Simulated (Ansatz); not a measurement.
# HfSiO4 — field gradients at the nuclei

The cell is a structure deposited in the COD, taken as it stands.

Space group I4_1/amd:1 (No. 141); a = 6.5725, c = 5.9632 Å.

| site | Wyckoff | site symmetry | x | y | z |
| --- | --- | --- | --- | --- | --- |
| Hf | 4a | -4m2 | 0.0000 | 0.5000 | 0.2500 |
| Si | 4b | -4m2 | 0.5000 | 0.0000 | 0.2500 |
| O | 16h | .m. | 0.5000 | 0.3155 | 0.8198 |

One atom of each set is listed; the run and its k-mesh use a cell of 12 atoms with edges of 5.52, 5.52, 5.52 Å.

Method: Kohn–Sham DFT in Ansatz, PBE, plane waves and PAW, scalar-relativistic, 420 eV cutoff, Γ-centred 7×7×7 k-points, Fermi–Dirac smearing 0.02 eV.

Conventions: |V_zz| ≥ |V_yy| ≥ |V_xx|, η = (V_xx − V_yy)/V_zz, C_Q = eQV_zz/h.

177Hf: I = 7/2, Q = 3365 mb; 17O: I = 5/2, Q = -25.58 mb. Nuclear quadrupole moments: year-2017 set (Pyykkö).

```tsv
site	atoms	first shell	V_zz (10²¹ V/m²)	η	C_Q (MHz)
Hf	2	8 O at 2.11–2.26 Å	13.07	0.00	1063
Si	2	4 O at 1.62 Å	-2.11	0.00	–
O	8	1 Si at 1.62 Å, 2 Hf at 2.11–2.26 Å	4.69	0.87	-2.90
```

An axis of threefold or higher order runs through Hf and Si, so V_zz lies along it and η is zero.

Si has no stable isotope with a ground-state quadrupole moment in the table, so no C_Q is given.

At this cell the PBE pressure is 7 GPa, so with PBE the cell would grow if it were relaxed. The largest force is 0.3 eV/Å, so the atoms aren't at the calculated equilibrium and relaxing them would move these values. Without spin–orbit coupling the gradients at and beside Hf can be off by some per cent, at some sites by more.

The run took 6.6 s of wall time (22 s of CPU time) and 0.79 GiB at its peak, on 4 threads of Intel Xeon Platinum 8488C (Sapphire Rapids) (x86_64; 16 cores open to the job, memory cap 8.0 GiB, no GPU), a shared host with a load of 0.2 a core.
